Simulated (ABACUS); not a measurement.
# Cu2O (Cuprite) in ABACUS: the effect of basis

The system is Cu2O (Cuprite).

```
CELL_PARAMETERS angstrom
4.17304 0.00000 0.00000
0.00000 4.17304 0.00000
0.00000 0.00000 4.17304
ATOMIC_POSITIONS crystal
Cu 0.75000 0.25000 0.75000
Cu 0.75000 0.75000 0.25000
Cu 0.25000 0.75000 0.75000
Cu 0.25000 0.25000 0.25000
O 0.50000 0.50000 0.50000
O 0.00000 0.00000 0.00000
```

The cell isn't the ideal one: volume scaled by 0.94.

Alike in all runs:

* Program: ABACUS 3.10.1
* Task: equation of state
* Functional: PBE
* Potentials or basis: PseudoDojo NC SR 0.4.1 PBE standard
* k mesh: 4 × 4 × 4
* Occupations: fermi-dirac, width 0.05 eV
* Spin: no spin polarisation

```csv
basis,cutoff,gap on the mesh (eV),pressure (GPa)
DZP,1361 eV,0.65,13.9
TZDP,1361 eV,?,?
pw,1252 eV,0.65,12.3
```

Q: What does the run with basis TZDP give?

A: gap on the mesh 0.64 eV; pressure 13.2 GPa.

Caveats: the atomic orbitals were generated for these runs and aren't a published set (some runs); the basis of atomic orbitals isn't converged, which shifts pressures, moduli and gaps (some runs).

